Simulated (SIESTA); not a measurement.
ZnS:

```
Zn S
1.0
     0.00000    2.70200    2.70200
     2.70200    0.00000    2.70200
     2.70200    2.70200    0.00000
Zn S
1 1
Direct
  0.75000 0.75000 0.75000
  0.00000 0.00000 0.00000
```

* Program: SIESTA 5.4.2
* Task: single point
* Functional: PBE
* Potentials or basis: PseudoDojo 0.4 standard (PBE files)
* Basis: DZP (energy shift 0.002 Ry)
* Grid cutoff: 800 Ry
* Energy shift: 0.002 Ry
* k mesh: 9 × 9 × 9
* Occupations: fermi-dirac, width 0.05 eV
* Spin: no spin polarisation

On this cell: pressure 3.6 GPa; largest force zero by symmetry; band gap on the k mesh 2.76 eV, direct.

The same run follows on a disturbed copy (atoms moved at random, drawn with an rms of 0.05 Å):

```
Zn S
1.0
     0.00000    2.70200    2.70200
     2.70200    0.00000    2.70200
     2.70200    2.70200    0.00000
Zn S
1 1
Direct
  0.73972 0.74373 0.74780
  0.99096 0.01185 0.98815
```

What changes?

The energy moves by +6.6 meV/atom; pressure 3.7 GPa; largest force 0.449 eV/Å; band gap on the k mesh 2.71 eV, direct.

Forces on the atoms (eV/Å):
```
Zn   0.188 -0.187  0.362
S   -0.188  0.187 -0.363
```

Stress tensor (GPa, compression positive):
```
 3.76 -1.66  0.83
-1.66  3.76 -0.83
 0.83 -0.83  3.66
```

Caveats: semicore shells carry a single zeta, which can move pressures by several GPa and volumes by a few percent; the valence orbitals were made in a potential fitted to the semicore shell under them, which widens gaps by tenths of an eV or more; the basis of atomic orbitals isn't converged, which shifts pressures, moduli and gaps.

